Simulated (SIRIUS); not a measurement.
# Sc in SIRIUS: convergence with k mesh

Crystal: Sc.

```xyz
1
Lattice="-1.9172 1.9172 1.7176 1.9172 -1.9172 1.7176 1.9172 1.9172 -1.7176" Properties=species:S:1:pos:R:3 pbc="T T T"
Sc    0.0000    0.0000    0.0000
```

This isn't the form of Sc at room conditions, which is hcp.

```yaml
Program: SIRIUS 7.12.0
Task: convergence study
Functional: PBEsol
Potentials_or_basis: all-electron FP-LAPW
Cutoff: 183 eV
Basis: apw+lo standard
k_mesh: 2 × 2 × 2
Occupations: fermi-dirac, width 0.05 eV
Spin: no spin polarisation
```

These are the settings of the first run; the series varies k mesh, with any setting tied to it.

Hardware: 1 thread of Arm Neoverse V2, on a shared host.

```csv
k mesh,"energy less the tightest run, at zero smearing (meV/atom)",SCF cycles,CPU time (s),peak memory (GiB)
2 × 2 × 2,-321.62,10,13,0.27
3 × 3 × 3,118.11,8,11,0.27
4 × 4 × 4,-30.16,7,11,0.28
6 × 6 × 6,-1.96,7,14,0.3
8 × 8 × 8,-1.02,7,18,0.34
10 × 10 × 10,0.69,6,22,0.4
12 × 12 × 12,0.00,6,30,0.49
```

Against the tightest run, the energy stays within 1 meV/atom from 10 × 10 × 10 on. Meshes of other sizes hit other points, so gaps and Fermi surfaces needn't settle smoothly. The tightest run that finished is the yardstick and may itself not be fully converged.
